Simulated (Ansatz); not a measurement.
Consider WS2 (2H monolayer).

The cell holds 3 atoms: 1 W and 2 S. Cell: a = 3.159 Å, b = 3.159 Å, c = 29.500 Å, α = 90.0°, β = 90.0°, γ = 120.0°. Vacuum lies along c.

```xyz
3
Lattice="3.1594 0.0000 0.0000 -1.5797 2.7361 0.0000 0.0000 0.0000 29.5000" Properties=species:S:1:pos:R:3
W     0.0000    1.8241   14.7500
S     1.5797    0.9120   16.3261
S     1.5797    0.9120   13.1739
```

The structure was relaxed with PBE-D3(BJ). At the settings of the band run the largest force is still 0.10 eV/Å. The runs that relaxed it are not among those shown. Spin-orbit coupling is left out unless a run names it. PAW set soft_2, made with PBE.

Gaps computed with Ansatz 0.2.0 without a self-energy: PBE 1.92 eV and HSE06 2.42 eV.

Question: What gap should G0W0 on PBE give (9×9×1 mesh, 339 empty bands, screening to 70 eV, default PAW files)?

About 2.75 eV: on its mesh the run moves the gap from 1.92 eV by +0.83 eV. Among the scalar-relativistic levels given, HSE06 is nearest (−0.33 eV). Bands and cutoff are finite, so the gap is not at the basis limit. The miss can reach some tenths of an eV and take either sign; the mesh is an error of its own. The mesh in the plane is coarse for a sheet; gap and any exciton binding can still move on denser ones. The many-body steps are scalar-relativistic: spin-orbit coupling is not in them.

[Paths, hosts, dates, memory and timing lines, banners, echoed tables and standing remarks are left out of the program output.]

[Logs are printed without paths, hosts, clocks, repeated set-up lines and the standing remarks that a program may print on its own settings, such as how far it seeks lower states.]

[Runs of the session that timed out or met a known fault of the program may be left out.]

[Cells called generated may have been cut or substituted from an entry of the Crystallography Open Database or the Materials Project.]

[Hosts, paths, dates, database ids (printed as entryN), source tags and the programs' standing remarks are cut or masked in the printed files.]
